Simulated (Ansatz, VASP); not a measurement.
# Two plane-wave programs on Sr

```xyz
2
Lattice="4.2678 0.0000 0.0000 -2.1339 3.6960 0.0000 0.0000 0.0000 7.0133" Properties=species:S:1:pos:R:3 pbc="T T T"
Sr    0.0000    2.4640    1.7533
Sr    2.1339    1.2320    5.2600
```

This isn't the form of Sr at room conditions, which is fcc.

Alike in both runs: task single point; functional PBE; k mesh 15 × 15 × 8; occupations gaussian, width 0.15 eV; no spin polarisation.

```csv
,VASP,Ansatz
version,VASP 6.6.1,Ansatz 0.2.0
potentials or method,"VASP PAW PBE potentials, release 64 (Sr_sv)","scalar-relativistic, plane waves, PAW"
plane-wave cutoff (eV),520,420
valence electrons in the cell,20,20
```

|  | VASP | Ansatz | Ansatz less VASP |
| --- | --- | --- | --- |
| gap on the k mesh at the Fermi level (eV) | none | none | - |
| pressure (GPa) | 0.0 | 0.0 | 0.00 |

A gap of «none» marks a metal or a gap that the smearing closes. The functional is the same, so the differences come from potentials, cutoffs and numerics.
